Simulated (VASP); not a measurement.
Input:

```xyz
2
Lattice="0.0000 3.0700 3.0700 3.0700 0.0000 3.0700 3.0700 3.0700 0.0000" Properties=species:S:1:pos:R:3 pbc="T T T"
Al     0.0000     0.0000     0.0000
Sb     1.5350     1.5350     1.5350
```

Calculation: rev-vdW-DF2, VASP's PBE PAW potentials (set 64) (plane waves; VASP). Settings: 520 eV cut-off, 7×7×7 Γ-centred mesh, Gaussian smearing of 0.050 eV, potentials Al Sb.

Energy and stress use the plane-wave basis of the starting cell.

Task: The ions, cell shape and volume are relaxed. Predict the relaxed structure.

Result: 
```xyz
2
Lattice="0.0000 3.1023 3.1023 3.1023 0.0000 3.1023 3.1023 3.1023 0.0000" Properties=species:S:1:pos:R:3 pbc="T T T"
Al     0.0000     0.0000     0.0000
Sb     1.5512     1.5512     1.5512
```
Space group F-43m (216), at a tolerance of 0.03 Å.

Task: How do energy and volume change from the first to the last step?

Result: The energy (σ→0) changes by -4.9 meV/atom and the volume by +3.2 %, in 3 ionic steps.

The compound is AlSb in the zinc blende structure. This run relaxes it. Symmetry was kept, so distortions that lower it aren't found.
